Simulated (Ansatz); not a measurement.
# CoO (P3m1) in Ansatz: equation of state, part 2 of 2

Ansatz 0.2.0.

## Step 3: Single point, PBE, collinear spin, ferromagnetic start, 11.11 Å³/atom (volume scaled by 0.96)

The input, input.yaml:

```yaml
crystal:
  lattice:
    - [3.1544290168, 0.0, 0.0]
    - [-1.5772145085, 2.731815663, 0.0]
    - [0.0, 0.0, 5.158042808]
  atoms:
    - { symbol: Co, position: [0.3333333333, 0.6666666667, 0.50336241], spin: 2.0 }
    - { symbol: Co, position: [0.0, 0.0, 0.00347414], spin: 2.0 }
    - { symbol: O, position: [0.3333333333, 0.6666666667, 0.8715556] }
    - { symbol: O, position: [0.0, 0.0, 0.37160885] }
hamiltonian:
  xc: pbe
  pseudopotentials: { kind: paw }
magnetization:
  spin_polarized: true
kpoints:
  mp_grid: { grid: [10, 10, 5] }
scf:
  occupations: { method: fermi_dirac, width: 0.05 }
output:
  forces: true
  stress: true
  eigenvalues: true
```

Potentials or basis: Ansatz PAW.

On the command line:

```
$ ansatz run input.yaml --threads 2 --pin off --max-ram 5120MiB --backend cpu --events-out ev --progress --plain --runs-dir out
```

Output:

```text
Warning: RAYON_NUM_THREADS=2 ignored (pool sized by the plan → 2); use --threads N
Engine: ansatz 0.2.0, aarch64-unknown-linux-gnu
Pseudopotentials: kind: paw
Pseudopotential: Co, paw, valence charge 17, recommended cutoff 420 eV (normal), Co.paw.azcp
Pseudopotential: O, paw, valence charge 6, recommended cutoff 420 eV (normal), O.paw.azcp
Functional definition: PBE
  parameter kappa = 0.804
  parameter beta = 0.06672455060314922
  exchange = pbe_x(kappa = kappa, mu = beta*pi^2/3)
  correlation = pbe_c(beta = beta)
Crystal: 4 atoms, lattice volume = 44.448 Å³
Basis set: ecut = 420 eV, 869 PW (Γ), exchange–correlation on 48×48×72 points (8 copies of the dense FFT grid, shifted against one another)
Bands: 30, of which v1, the nominal top of the filled ones, is band 23 counted from 1 (22 counted from 0)
Symmetry: 6 space group operations
Space group: P3m1 (ITA 156), of the structure as read, at distance tolerance 3.5e-5 Å
Magnetic group: BNS 156.49 (UNI 1279), of the structure as read, at distance tolerance 3.5e-5 Å
k-points: 58 of 500 (time reversal used)
Non-local potential: Co, projectors of the file, l = 0: 3, l = 1: 2, l = 2: 3, l = 3: 1
Non-local potential: O, projectors of the file, l = 0: 2, l = 1: 2, l = 2: 1
PAW form: soft (Blöchl's): semilocal exchange-correlation on the pseudo side does not see the compensation charge
PAW one-centre angular grid: Co, 590 points (default); XC on 64 Gauss nodes
PAW one-centre angular grid: O, 110 points (default); XC on 64 Gauss nodes
Initial density: superposition of atomic densities (chi_scale 0.1, normalization cell, long waves kept (reshape's long-wave potential 0.00 eV rms))
Starting moments: Σ|m| = 4 μB on 2 of 4 sites
Initial wavefunctions: pseudopotential atomic-orbital guess
Functional: x = pbe(κ = 0.804, μ = 0.2195149727645171), c = pbe(β = 0.06672455060314922)
SCF iter   1: F=—  HF=-11382.424449 eV  |F-HF|=—  |Δ(HF+E_count)|=         —  Δρ=1.07e-1 (↑1.07e-1 ↓7.19e-2)  dr2=8.95e0  dr2_m=6.04e-1  M=4.570 μB ∫|m|=4.570 μB  β_m=0.30  ethr=3.10e-3  ⟨swp⟩=5.7  Hψ=12588  notcnv=0
Mixer restart at iter 1: flushing history
preconditioner: auto → Kerker (q_TF=auto, 2.744 Å⁻¹)  [metal: Δε(μ)=0.005 eV  Ē_g=9.973 eV  σ=0.050 eV  W_gap=0.02  n_scr=22 (ndim 8)  ℏωp=30.5 eV  f_vac=0.000  D(μ)=6.25/eV (n_scr^D=98)]
spin=Collinear: Kerker preconditioning applied to the charge; magnetization (m = ρ↑ − ρ↓) channel mixes plain (no charge-response kernel on spin).
SCF iter   2: F=—  HF=-11383.917567 eV  |F-HF|=—  |Δ(HF+E_count)|=    1.49e0  Δρ=7.54e-2 (↑7.54e-2 ↓5.00e-2)  dr2=1.54e0  dr2_m=1.27e0  M=5.269 μB ∫|m|=5.270 μB  β_m=0.43  ethr=3.10e-3  ⟨swp⟩=3.4  Hψ=8153  notcnv=0  defer=61
SCF iter   3: F=—  HF=-11384.505129 eV  |F-HF|=—  |Δ(HF+E_count)|=   5.88e-1  Δρ=3.51e-2 (↑3.51e-2 ↓3.06e-2)  dr2=5.57e-1  dr2_m=3.04e-1  M=5.367 μB ∫|m|=5.367 μB  β_m=0.59  ethr=3.10e-3  ⟨swp⟩=2.0  Hψ=5105  notcnv=0  defer=78
SCF iter   4: F=—  HF=-11384.671042 eV  |F-HF|=—  |Δ(HF+E_count)|=   1.66e-1  Δρ=9.61e-3 (↑7.21e-3 ↓9.61e-3)  dr2=6.53e-2  dr2_m=9.16e-3  M=5.566 μB ∫|m|=5.569 μB  β_m=0.80  ethr=1.21e-3  ⟨swp⟩=2.3  Hψ=5649  notcnv=0  defer=77
SCF iter   5: F=—  HF=-11384.697987 eV  |F-HF|=—  |Δ(HF+E_count)|=         —  Δρ=7.89e-3 (↑4.69e-3 ↓7.89e-3)  dr2=4.07e-2  dr2_m=1.44e-3  M=5.662 μB ∫|m|=5.666 μB  β_m=0.80  ethr=1.42e-4  ⟨swp⟩=2.1  Hψ=6669  notcnv=0  defer=105
Mixer restart at iter 5: flushing history
SCF iter   6: F=—  HF=-11384.704754 eV  |F-HF|=—  |Δ(HF+E_count)|=   6.77e-3  Δρ=6.28e-3 (↑6.28e-3 ↓4.32e-3)  dr2=2.16e-2  dr2_m=6.56e-4  M=5.675 μB ∫|m|=5.679 μB  β_m=0.64  ethr=8.85e-5  ⟨swp⟩=2.1  Hψ=6862  notcnv=0  defer=105
[... 17 lines left out ...]
SCF iter  23: F=—  HF=-11384.876616 eV  |F-HF|=—  |Δ(HF+E_count)|=   2.45e-7  Δρ=1.24e-5 (↑1.24e-5 ↓1.19e-5)  dr2=1.90e-7  dr2_m=6.35e-9  M=-0.001 μB ∫|m|=4.957 μB  β_m=1.00  ethr=1.75e-9  ⟨swp⟩=2.0  Hψ=4997  notcnv=0  defer=84
SCF iter  24: F=—  HF=-11384.876616 eV  |F-HF|=—  |Δ(HF+E_count)|=   1.47e-8  Δρ=4.61e-6 (↑4.61e-6 ↓4.31e-6)  dr2=3.08e-8  dr2_m=4.05e-9  M=-0.001 μB ∫|m|=4.957 μB  β_m=0.98  ethr=4.13e-10  ⟨swp⟩=2.0  Hψ=4829  notcnv=0  defer=84
SCF iter  25: F=-11384.876616 eV  HF=-11384.876616 eV  |F-HF|=5.85e-8  |Δ(HF+E_count)|=   1.08e-8  Δρ=9.53e-6 (↑4.61e-6 ↓9.53e-6)  dr2=6.73e-8  dr2_m=2.95e-9  M=-0.001 μB ∫|m|=4.957 μB  ethr=6.70e-11  ⟨swp⟩=5.1  Hψ=12177  notcnv=0
SCF 1 converged in 25 iterations: F = -11384.876616 eV  dr2 = 6.73e-8
WARN: the starting moments were not kept: 1 of 2 ended reversed and 1 kept their direction, counting a site from 0.1 μB. The largest reversed, site 1 (counted from 0, in the order of the report's site_moments_mub), started with +2.0 μB and closes at -2.1e0 μB in its sphere. The net magnetisation is 8.8e-4 μB in size, at most 0.1 of the 4 μB that the starting moments add up to as vectors. The SCF closed on another magnetic arrangement than the starting moments describe; that does not show which of the two is lower. To try another start: change the starting moments (crystal.atoms[].spin, magnetization.per_species, magnetization.initial_magnetization, or on a non-collinear deck that types none of these the spinor_matrix: blocks that start its atoms; where the total moment is fixed, keep their sum and leave initial_magnetization as it is; typed ones take the place of any that the run laid by itself, positive ones on a crystal's lanthanoids without a Hubbard term where scf.initial_density.shell_occupations: [] is typed); see also scf.mixing.spin_hold.
SCF converged after 25 iterations
Magnetization: -0.0009 μB (22.9996 up, 23.0004 down)
Absolute magnetization: 4.9568 μB (∫|ρ↑−ρ↓|, with the PAW one-centre terms)
Spin contamination: 2.4414 ħ² per cell (⟨S²⟩ above its minimum at these occupations)
Per-site moments (μB) at R_I (Å): [(2.0664609237310754, 0.7834019471990571), (-2.0668283700326295, 0.7832775197323997), (-0.1516547886111574, 0.7834019471990571), (0.15141741293444413, 0.7832775197323997)]
Free energy (F): -11384.876616 eV
Harris-Foulkes:  -11384.876616 eV  (|F-HF|=5.85e-8)
Internal energy: -11384.855045 eV  (E = F + TS)
E sigma→0 (E₀):  -11384.865830 eV
Entropy (-TS):   -0.021571 eV (-5.393 meV/atom)
Fermi energy:    11.803144 eV
--- Per-component energies (eV) ---
  E_band       = -713.270319
  E_kinetic    = 1241.394907
  E_local      = -7685.958056  (includes V_loc(G=0)·N_el)
  E_nonlocal   = 1025.907158
  E_hartree    = 3176.421357
  E_xc         = -458.367248
  E_vxc        = -589.056151  (∫ρ·V_xc dr)
  E_paw        = -3353.900810  (= ΣΔE_a)
  E_vpaw       = -1058.389720  (= ΣTr[D̂ρ^β])
  E_aug_tail   = 0.005134  (compensation charges beyond the density's cutoff)
  E_ewald      = -5330.357487
  E_smearing   = -0.021571  (= −TS)
  E_closure    = 0.000000  (closes the sum)
  Σ components = -11384.876616   (vs F -11384.876616, Δ=0.00e0)
--- Forces (eV/Å), atoms counted from 1 ---
  atom   1  Co     0.00000000     0.00000000     0.16841573
  atom   2  Co     0.00000000    -0.00000000     0.16197876
  atom   3  O     -0.00000000    -0.00000000    -0.16476631
  atom   4  O      0.00000000     0.00000000    -0.16565858
  max |Σ_I F_I| component: 3.04e-5 eV/Å
--- Stress (GPa, compression-positive) ---
        3.972374       0.000000       0.000000
        0.000000       3.972374      -0.000000
        0.000000      -0.000000       6.048536
  P = ⅓ Tr σ = 4.6644 GPa (46.644 kbar)
--- Band table (eV; the first three rows and the last of 116) ---
  k-point 0 ↑: bands = ["-84.7725", "-82.1002", "-48.2402", "-47.9747", "-47.9747", "-45.5613", "-45.3971", "-45.3971", "-8.5108", "-7.7602", "4.4898", "5.6144", "5.6144", "5.6692", "6.5380", "6.5380", "9.5561", "9.5561", "10.0732", "10.7480", "10.7480", "11.7721", "11.7721", "12.0300", "13.4939", "13.9558", "13.9558", "17.4900", "19.1941", "25.7346"]
  k-point 1 ↑: bands = ["-84.7724", "-82.1002", "-48.2402", "-47.9747", "-47.9747", "-45.5613", "-45.3971", "-45.3971", "-8.4507", "-7.8235", "4.5193", "5.4944", "5.6153", "5.6153", "6.5172", "6.5172", "9.5934", "9.5934", "10.2095", "10.7617", "10.7617", "11.7859", "11.7859", "12.3549", "13.5665", "13.9083", "13.9083", "16.6911", "19.9666", "24.8169"]
  k-point 2 ↑: bands = ["-84.7724", "-82.1002", "-48.2402", "-47.9746", "-47.9746", "-45.5614", "-45.3971", "-45.3971", "-8.3112", "-7.9680", "4.6334", "5.1566", "5.6169", "5.6169", "6.4836", "6.4836", "9.6561", "9.6561", "10.4612", "10.7762", "10.7762", "11.8173", "11.8173", "12.7502", "13.8269", "13.8269", "14.1182", "15.4137", "21.2914", "22.9544"]
  k-point 57 ↓: bands = ["-84.7715", "-82.0988", "-48.2396", "-47.9897", "-47.9852", "-45.5584", "-45.4153", "-45.4099", "-7.7802", "-7.5063", "4.9114", "5.0310", "5.3267", "5.6542", "6.3016", "6.6423", "8.8406", "9.5803", "10.0374", "10.2354", "10.4738", "11.0941", "11.4103", "11.8707", "12.7064", "12.9303", "18.6635", "19.2344", "20.1392", "20.4425"]
```

It took 20 s on 2 threads of Arm Neoverse V1, shared host; peak memory 0.43 GiB.

What came out:

- Free energy: -11384.8766 eV
- Pressure: 4.7 GPa
- Largest force: 0.168 eV/Å
- Band gap on the k mesh: none (metal or under the smearing width)
- Net moment: 0.00 μB per cell
- Absolute moment: 4.96 μB per cell
- Site moments: Co +2.07, -2.07; O -0.15, +0.15 μB

Caveat: the pressure holds a Pulay correction of +0.7 GPa for the finite cutoff; semilocal functionals often make such compounds metallic where correlation or magnetic order opens a gap, which also shifts bond lengths; the starting moments weren't kept.

## Step 4: Single point, PBE, collinear spin, ferromagnetic start, 11.34 Å³/atom (volume scaled by 0.98)

Edit input.yaml of step 3 so:

```diff
@@ -2,5 +2,5 @@
   lattice:
-    - [3.1544290168, 0.0, 0.0]
-    - [-1.5772145085, 2.731815663, 0.0]
-    - [0.0, 0.0, 5.158042808]
+    - [3.1761843872, 0.0, 0.0]
+    - [-1.5880921936, 2.7506563664, 0.0]
+    - [0.0, 0.0, 5.1936166411]
   atoms:
```

On the command line:

```
$ ansatz run input.yaml --threads 2 --pin off --max-ram 5120MiB --backend cpu --events-out ev --progress --plain --runs-dir out
```

It took 22 s on 2 threads of Arm Neoverse V1, shared host; peak memory 0.43 GiB.

Results (log left out):

```yaml
Free_energy: -11384.8957 eV
Pressure: 1.9 GPa
Largest_force: 0.177 eV/Å
Net_moment: 0.00 μB per cell
Absolute_moment: 5.04 μB per cell
Site_moments: Co +2.10, -2.10; O -0.15, +0.15 μB
```

Caveat: the pressure holds a Pulay correction of +0.7 GPa for the finite cutoff; the starting moments weren't kept.

## Step 5: Single point, PBE, collinear spin, ferromagnetic start, 11.58 Å³/atom

Edit input.yaml of step 4 so:

```diff
@@ -2,5 +2,5 @@
   lattice:
-    - [3.1761843872, 0.0, 0.0]
-    - [-1.5880921936, 2.7506563664, 0.0]
-    - [0.0, 0.0, 5.1936166411]
+    - [3.1976457435, 0.0, 0.0]
+    - [-1.5988228718, 2.7692424462, 0.0]
+    - [0.0, 0.0, 5.22870971]
   atoms:
```

On the command line:

```
$ ansatz run input.yaml --threads 2 --pin off --max-ram 5120MiB --backend cpu --events-out ev --progress --plain --runs-dir out
```

Run time: 22 s. Hardware: 2 threads of Arm Neoverse V1, shared host; peak memory 0.43 GiB.

The run converged. Its results:

```
Free energy     : -11384.8993 eV
Pressure        : -0.6 GPa
Largest force   : 0.173 eV/Å
Net moment      : 0.00 μB per cell
Absolute moment : 5.10 μB per cell
Site moments    : Co +2.13, -2.13; O -0.15, +0.15 μB
```

Caveat: the pressure holds a Pulay correction of +0.7 GPa for the finite cutoff; the starting moments weren't kept.

## Step 6: Single point, PBE, collinear spin, ferromagnetic start, 11.81 Å³/atom (volume scaled by 1.02)

Edit input.yaml of step 5 so:

```diff
@@ -2,5 +2,5 @@
   lattice:
-    - [3.1976457435, 0.0, 0.0]
-    - [-1.5988228718, 2.7692424462, 0.0]
-    - [0.0, 0.0, 5.22870971]
+    - [3.2188228225, 0.0, 0.0]
+    - [-1.6094114113, 2.7875823346, 0.0]
+    - [0.0, 0.0, 5.2633379358]
   atoms:
```

Potentials or basis: Ansatz PAW.

On the command line:

```
$ ansatz run input.yaml --threads 2 --pin off --max-ram 5120MiB --backend cpu --events-out ev --progress --plain --runs-dir out
```

Run time: 23 s. Hardware: 2 threads of Arm Neoverse V1, shared host; peak memory 0.43 GiB.

It converged, with:

```yaml
Free_energy: -11384.8887 eV
Pressure: -3.0 GPa
Largest_force: 0.163 eV/Å
Net_moment: 0.00 μB per cell
Absolute_moment: 5.15 μB per cell
Site_moments: Co +2.16, -2.16; O -0.15, +0.15 μB
```

Caveat: the pressure holds a Pulay correction of +0.6 GPa for the finite cutoff; the starting moments weren't kept.

## Step 7: Single point, PBE, collinear spin, ferromagnetic start, 12.04 Å³/atom (volume scaled by 1.04)

Edit input.yaml of step 6 so:

```diff
@@ -2,5 +2,5 @@
   lattice:
-    - [3.2188228225, 0.0, 0.0]
-    - [-1.6094114113, 2.7875823346, 0.0]
-    - [0.0, 0.0, 5.2633379358]
+    - [3.2397248551, 0.0, 0.0]
+    - [-1.6198624276, 2.8056840258, 0.0]
+    - [0.0, 0.0, 5.2975164125]
   atoms:
```

On the command line:

```
$ ansatz run input.yaml --threads 2 --pin off --max-ram 5120MiB --backend cpu --events-out ev --progress --plain --runs-dir out
```

Run time: 23 s. Hardware: 2 threads of Arm Neoverse V1, shared host; peak memory 0.44 GiB.

The run converged. Its results:

```yaml
Free_energy: -11384.8649 eV
Pressure: -5.2 GPa
Largest_force: 0.150 eV/Å
Band_gap_on_the_k_mesh: 0.19 eV, indirect (least direct gap 0.26 eV)
Net_moment: 0.00 μB per cell
Absolute_moment: 5.20 μB per cell
Site_moments: Co +2.18, -2.18; O -0.15, +0.15 μB
```

Caveat: odd divisions of the mesh miss points on the zone boundary, where band edges often lie, so the gap on the mesh can be too wide; the pressure holds a Pulay correction of +0.6 GPa for the finite cutoff; the starting moments weren't kept.

## Step 8: Single point, PBE, collinear spin, ferromagnetic start, 12.27 Å³/atom (volume scaled by 1.06)

Edit input.yaml of step 7 so:

```diff
@@ -2,5 +2,5 @@
   lattice:
-    - [3.2397248551, 0.0, 0.0]
-    - [-1.6198624276, 2.8056840258, 0.0]
-    - [0.0, 0.0, 5.2975164125]
+    - [3.2603606016, 0.0, 0.0]
+    - [-1.6301803009, 2.8235551065, 0.0]
+    - [0.0, 0.0, 5.331259465]
   atoms:
```

On the command line:

```
$ ansatz run input.yaml --threads 2 --pin off --max-ram 5120MiB --backend cpu --events-out ev --progress --plain --runs-dir out
```

Run time: 22 s. Hardware: 2 threads of Arm Neoverse V1, shared host; peak memory 0.44 GiB.

Results (log left out):

```yaml
Free_energy: -11384.8294 eV
Pressure: -7.2 GPa
Largest_force: 0.138 eV/Å
Band_gap_on_the_k_mesh: 0.18 eV, indirect (least direct gap 0.26 eV)
Net_moment: 0.00 μB per cell
Absolute_moment: 5.23 μB per cell
Site_moments: Co +2.20, -2.20; O -0.15, +0.15 μB
```

Caveat: odd divisions of the mesh miss points on the zone boundary, where band edges often lie, so the gap on the mesh can be too wide; the pressure holds a Pulay correction of +0.6 GPa for the finite cutoff; the starting moments weren't kept.

## Step 9: Equation of state, PBE, collinear spin, ferromagnetic start

Potentials or basis: Ansatz PAW.

This step only gathers the single runs of the series.

What came out:

```
Equilibrium volume                        : 11.52 Å³/atom
Bulk modulus at fixed shape and positions : 124 GPa
Pressure derivative of the bulk modulus   : 2.8 (rough: it moves with the points fitted)
```

Energy against volume, from the lowest point:
| volume (Å³/atom) | energy (meV/atom) |
| --- | --- |
| 10.881 | 14.42 |
| 11.112 | 5.68 |
| 11.344 | 0.91 |
| 11.575 | 0.00 |
| 11.807 | 2.67 |
| 12.038 | 8.62 |
| 12.270 | 17.49 |

Caveat: the fit is doubtful: noisy points or a state that changes with volume; the cell was scaled at fixed shape and fractional positions, which overstates the stiffness of a crystal with free parameters, most of all of layers and chains.
